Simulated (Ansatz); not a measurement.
# Static equation of state of random fluorite-type alloy of CaF2 and CdF2 (96 atoms)

The cell holds 96 atoms: 28 Ca, 64 F and 4 Cd. Cell: a = 11.016 Å, b = 11.016 Å, c = 11.016 Å, α = 90.0°, β = 90.0°, γ = 90.0°. It derives from CaF2 (fluorite-type) and CdF2, repeated 2×2×2. The starting structure: Fluorite-type CaF2, 2 x 2 x 2 conventional cells, 4 of 32 Ca sites given to Cd at random (x = 0.125), lattice by Vegard's rule (a = 5.454 Å); every coordinate displaced by a Gaussian of 0.09 Å.

Calculated with Ansatz 0.2.0: Kohn-Sham DFT, PBE, PAW (set soft_2), plane waves; cutoff 420 eV, Γ point, gaussian smearing of 0.025 eV. Cell and atoms were relaxed first, to V0 = 13.925 Å³ an atom at a residual P0 = 0.021 GPa. The cell was then scaled evenly, and the atoms were relaxed at each volume.

```
volume (Å³/atom)  pressure (GPa)
          12.532           10.65
          13.089               ?
          13.507           2.621
          14.343          -2.169
          14.760          -4.030
```

**Question.** Fit the third-order Birch–Murnaghan equation to the rows given and interpolate to the withheld row.

Worked fit:

Take the Eulerian strain f = ½[(V0/V)^(2/3) − 1] and the normalised pressure F = (P − P0) / [3f(1 + 2f)^(5/2)]. The third-order Birch–Murnaghan equation is then the line F = B0 + (3/2)B0(B′ − 4) f, so u = f and v = F.

| u = f | v = F (GPa) |
| --- | --- |
| 0.0363831 | 81.6640 |
| 0.0102569 | 80.3041 |
| -0.00975658 | 78.5943 |
| -0.0190503 | 78.1116 |

With n = 4: mean u = 0.00445827, mean v = 79.6685, Σ(u − ū)² = 0.0018075, Σ(u − ū)(v − v̄) = 0.11926. Slope b = 0.11926 / 0.0018075 = 65.980; intercept a = v̄ − b ū = 79.374.

So B0 = a = 79.4 GPa and B′ = 4 + 2b/(3a) = 4.55. At the withheld volume f = 0.02106, F = a + b f = 80.76 GPa, and P = P0 + 3f(1 + 2f)^(5/2) F.

Prediction at 13.089: 5.677 GPa. The run gave 5.691 GPa, so the fit is low by 0.014 GPa (0.24 % of the value).

Among the rows given, the largest miss of the fit is at 12.532, by 0.014 GPa (0.098 % of the range of the table).

Limits: Static cells at zero temperature; the cell shape is held. The program notes that the SCF threshold of these relaxations is loose for the stress. Only the Γ point is sampled, in a cell whose shortest periodic width is 11 Å.

[Logs are printed without paths, hosts, clocks, repeated set-up lines and the standing remarks that a program may print on its own settings, such as how far it seeks lower states.]

[Hosts, paths, dates, database ids (printed as entryN), source tags and the programs' standing remarks are cut or masked in the printed files.]
